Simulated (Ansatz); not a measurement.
# AlP: the cost of one run

Computed with Ansatz 0.2.0 (DFT PBE, scalar-relativistic, plane waves, PAW, unless a step's input says otherwise).

The COD entry's cell or inner coordinates are ideal or old and differ from later refinements, so a difference from it is no clean test against experiment.

## Step 1: The system as given

Symmetry: F-43m, No. 216, cubic system. The conventional cell has a = 5.451 Å, b = 5.451 Å, c = 5.451 Å, α = 90.00°, β = 90.00°, γ = 90.00°. Al (site symmetry -43m) is surrounded by 4 P at 2.36 Å. P (site symmetry -43m) is surrounded by 4 Al at 2.36 Å.

As a file:

```cif
data_structure
_symmetry_space_group_name_H-M 'F-43m'
_symmetry_Int_Tables_number 216
_cell_length_a 5.4510
_cell_length_b 5.4510
_cell_length_c 5.4510
_cell_angle_alpha 90.000
_cell_angle_beta 90.000
_cell_angle_gamma 90.000
_cell_volume 161.97
loop_
_atom_site_label
_atom_site_type_symbol
_atom_site_symmetry_multiplicity
_atom_site_Wyckoff_symbol
_atom_site_fract_x
_atom_site_fract_y
_atom_site_fract_z
_atom_site_occupancy
Al1 Al 4 a 0.00000 0.00000 0.00000 1
P1 P 4 d 0.25000 0.25000 0.75000 1
```

No relaxation comes first: the listed cell is the starting point.

## Step 2: Reference: the perfect supercell

The input, input.yaml:

```yaml
crystal:
  lattice:
    - [5.451, 0.0, 5.451]
    - [5.451, 5.451, 0.0]
    - [0.0, 5.451, 5.451]
  atoms:
    - { symbol: Al, position: [0.0, 0.0, 0.0] }
    - { symbol: Al, position: [0.0, 0.5, 0.0] }
    - { symbol: Al, position: [0.5, 0.0, 0.0] }
    - { symbol: Al, position: [0.5, 0.5, 0.0] }
    - { symbol: Al, position: [0.0, 0.0, 0.5] }
    - { symbol: Al, position: [0.0, 0.5, 0.5] }
    - { symbol: Al, position: [0.5, 0.0, 0.5] }
    - { symbol: Al, position: [0.5, 0.5, 0.5] }
    - { symbol: P, position: [0.375, 0.375, 0.375] }
    - { symbol: P, position: [0.375, 0.875, 0.375] }
    - { symbol: P, position: [0.875, 0.375, 0.375] }
    - { symbol: P, position: [0.875, 0.875, 0.375] }
    - { symbol: P, position: [0.375, 0.375, 0.875] }
    - { symbol: P, position: [0.375, 0.875, 0.875] }
    - { symbol: P, position: [0.875, 0.375, 0.875] }
    - { symbol: P, position: [0.875, 0.875, 0.875] }
  symmetry: { detect: false }
basis:
  ecutwfc: 420
kpoints:
  mp_grid: { grid: [2, 2, 2], shift: [0.5, 0.5, 0.5] }
hamiltonian:
  xc: pbe
scf:
  occupations: { method: gaussian, width: 0.1 }
output:
  forces: true
  stress: true
  eigenvalues: true
```

Started as:

```bash
$ ansatz run input.yaml --threads 4 --pin off --max-ram 5120MiB --backend cpu --events-out ev --progress --plain --runs-dir out
```

What time and memory should one allow on 4 threads of an Arm CPU, shared host?

About 3.2 s, with a peak of 0.59 GiB.
